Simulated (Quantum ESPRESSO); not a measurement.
The system is AlN.

```
Al N
1.0
     3.11300    0.00000    0.00000
    -1.55650    2.69594    0.00000
     0.00000    0.00000    4.98100
Al N
2 2
Direct
  0.66667 0.33333 0.50000
  0.33333 0.66667 0.00000
  0.66667 0.33333 0.88000
  0.33333 0.66667 0.38000
```

* Program: Quantum ESPRESSO 7.5
* Task: Berry-phase polarisation
* Functional: WC
* Potentials or basis: PseudoDojo 0.5 SR PBE stringent
* Cutoff: 1143 eV
* Density cutoff: 4572 eV
* k mesh: 6 × 6 × 3
* Occupations: fermi-dirac, width 0.05 eV
* Spin: no spin polarisation
* Most SCF iterations: 120
* SCF threshold: 8e-10 Ry
* Diagonalization: rmm-paro
* Mixing beta: 0.7
* k points per string: 12 × 12 × 8

The cell and the atoms were relaxed first, to 10.53 Å³/atom (a = 3.120 Å, b = 3.120 Å, c = 4.995 Å, α = 90.00°, β = 90.00°, γ = 120.00°), and the response was taken there.

The first run showed a gap, so the response started from a second, tighter run with fixed occupations.

Task: What formal polarisation does the Berry-phase calculation give along the three lattice vectors?

Result: 0.000, 0.000, -0.569 C/m², each defined up to a quantum of 1.187, 1.187, 1.901 C/m², that is 0.000, 0.000, -0.299 of the quanta. A formal value alone isn't measurable: only its change along an insulating path is.

Berry phases in units of 2π:
```
direction   ionic  electronic  their sum is defined modulo
       a1   0.000       0.000                            1
       a2   0.000       0.000                            1
       a3  -0.196      -0.103                            1
```

Caveat: the k mesh is coarse (spacing up to 0.42 Å⁻¹), so the values aren't converged; the potentials were made for another functional, which shifts forces and pressure.
